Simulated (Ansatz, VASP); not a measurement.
**Two plane-wave programs on ZrB**

Contents of INCAR:

```
SYSTEM = ZrB
PREC = Accurate
ENCUT = 520
EDIFF = 1E-7
ISMEAR = 0
SIGMA = 0.15
LREAL = .FALSE.
LASPH = .TRUE.
NELM = 100
ALGO = Normal
ISIF = 2
LWAVE = .FALSE.
LCHARG = .FALSE.
NBANDS = 14
```

The input KPOINTS:

```
Automatic mesh
0
G
  16 16 16
  0 0 0
```

The input POSCAR:

```
ZrB
1.0
    0.0000000000      2.4153850465      2.4153850465
    2.4153850465      0.0000000000      2.4153850465
    2.4153850465      2.4153850465      0.0000000000
Zr B
1 1
Direct
    0.0000000000      0.0000000000      0.0000000000
    0.5000000000      0.5000000000      0.5000000000
```

Input for Ansatz:

```yaml
crystal:
  lattice:
    - [0.0, 2.4153850465, 2.4153850465]
    - [2.4153850465, 0.0, 2.4153850465]
    - [2.4153850465, 2.4153850465, 0.0]
  atoms:
    - { symbol: Zr, position: [0.0, 0.0, 0.0] }
    - { symbol: B, position: [0.5, 0.5, 0.5] }
basis:
  ecutwfc: 520.0
kpoints:
  mp_grid: { grid: [16, 16, 16] }
hamiltonian:
  xc: lda
scf:
  occupations: { method: gaussian, width: 0.15 }
output:
  forces: true
  stress: true
  eigenvalues: true
```

Alike in both runs: task single point; functional LDA; k mesh 16 × 16 × 16; occupations gaussian, width 0.15 eV; no spin polarisation.

|  | VASP | Ansatz |
| --- | --- | --- |
| version | VASP 6.6.1 | Ansatz 0.2.0 |
| potentials or method | VASP PAW LDA potentials, release 64 (Zr_sv, B) | scalar-relativistic, plane waves, PAW |
| plane-wave cutoff (eV) | 520 | 520 |
| valence electrons in the cell | 15 | 15 |

```csv
,VASP,Ansatz,Ansatz less VASP
gap on the k mesh at the Fermi level (eV),none,none,-
pressure (GPa),0.4,0.0,-0.33
```

A gap of «none» marks a metal or a gap that the smearing closes.
